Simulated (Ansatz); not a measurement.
TiSi2: course of a relaxation

The calculation used DFT PBE, scalar-relativistic, plane waves, PAW (Ansatz 0.2.0). (420 eV cutoff, 6×6×6 k-mesh, Gaussian smearing of 0.10 eV, no spin polarisation)

What was changed: 0 of 4 Ti sites taken by Sn, cell and atoms relaxed.

Command:

```bash
ansatz run input.yaml --threads 2 --pin off --max-ram 5120MiB --backend cpu --events-out ev --progress --plain --runs-dir out
```

Input:

```yaml
crystal:
  lattice:
    - [4.8077378216, 0.0, 0.0]
    - [0.0, -4.1351811236, 4.2795976039]
    - [0.0, -4.1351811236, -4.2795976039]
  atoms:
    - { symbol: Ti, position: [0.25, 0.5, 0.0] }
    - { symbol: Ti, position: [0.75, 0.0, 0.5] }
    - { symbol: Ti, position: [0.0, 0.5, 0.5] }
    - { symbol: Ti, position: [0.5, 0.0, 1.0] }
    - { symbol: Si, position: [0.75, 0.6631755413, 0.1631755413] }
    - { symbol: Si, position: [0.25, 0.1631755413, 0.6631755413] }
    - { symbol: Si, position: [0.75, 0.3368244587, 0.8368244587] }
    - { symbol: Si, position: [0.25, 0.8368244587, 0.3368244587] }
    - { symbol: Si, position: [0.0, 0.8368244587, 0.8368244587] }
    - { symbol: Si, position: [0.5, 0.3368244587, 0.3368244587] }
    - { symbol: Si, position: [0.0, 0.1631755413, 0.1631755413] }
    - { symbol: Si, position: [0.5, 0.6631755413, 0.6631755413] }
basis:
  ecutwfc: 420
kpoints:
  mp_grid: { grid: [6, 6, 6] }
hamiltonian:
  xc: pbe
scf:
  occupations: { method: gaussian, width: 0.1 }
output:
  forces: true
  stress: true
  eigenvalues: true
relax:
  adjacent_minimum: "off"
  f_tol: 0.015
  max_steps: 60
  cell: { stress_tol: 0.15 }
```

F is the free energy. Steps run on the plane waves of an earlier cell, but the last one, and at times one on the way, on a freshly chosen basis, so a repeated geometry can differ a little in energy.

Steps:

```csv
step,F − F(1) (eV),largest force component (eV/Å),V (Å³/atom),P (GPa)
1,0.0000,0.000,14.180,-0.02
2,-0.0002,0.002,14.172,0.03
3,-0.0002,0.001,14.175,0.01
4,-0.0002,0.001,14.175,0.01
```

Relaxed structure:

```cif
data_structure
_symmetry_space_group_name_H-M 'P 1'
_symmetry_Int_Tables_number 1
_cell_length_a 4.8036
_cell_length_b 5.9526
_cell_length_c 5.9526
_cell_angle_alpha 92.026
_cell_angle_beta 90.000
_cell_angle_gamma 90.000
_cell_volume 170.10
loop_
_atom_site_label
_atom_site_type_symbol
_atom_site_fract_x
_atom_site_fract_y
_atom_site_fract_z
_atom_site_occupancy
Ti1 Ti 0.25000 0.50000 0.00000 1
Ti2 Ti 0.75000 0.00000 0.50000 1
Ti3 Ti 0.00000 0.50000 0.50000 1
Ti4 Ti 0.50000 0.00000 0.00000 1
Si1 Si 0.75000 0.66318 0.16318 1
Si2 Si 0.25000 0.16318 0.66318 1
Si3 Si 0.75000 0.33682 0.83682 1
Si4 Si 0.25000 0.83682 0.33682 1
Si5 Si 0.00000 0.83682 0.83682 1
Si6 Si 0.50000 0.33682 0.33682 1
Si7 Si 0.00000 0.16318 0.16318 1
Si8 Si 0.50000 0.66318 0.66318 1
```

It takes space group Fddd (No. 70, orthorhombic). The conventional cell has a = 4.804 Å, b = 8.268 Å, c = 8.566 Å, α = 90.00°, β = 90.00°, γ = 90.00°. Ti (site symmetry 222) is surrounded by 10 Si at 2.56 to 2.78 Å. Si (site symmetry 2) is surrounded by 5 Si at 2.54 to 2.80 Å and 5 Ti at 2.56 to 2.78 Å.

The run converged. It took 2.5 min on 2 threads of Intel(R) Xeon(R) Processor @ 2.50GHz (Skylake/Cascade Lake), with other jobs on the host, peak memory 0.72 GiB.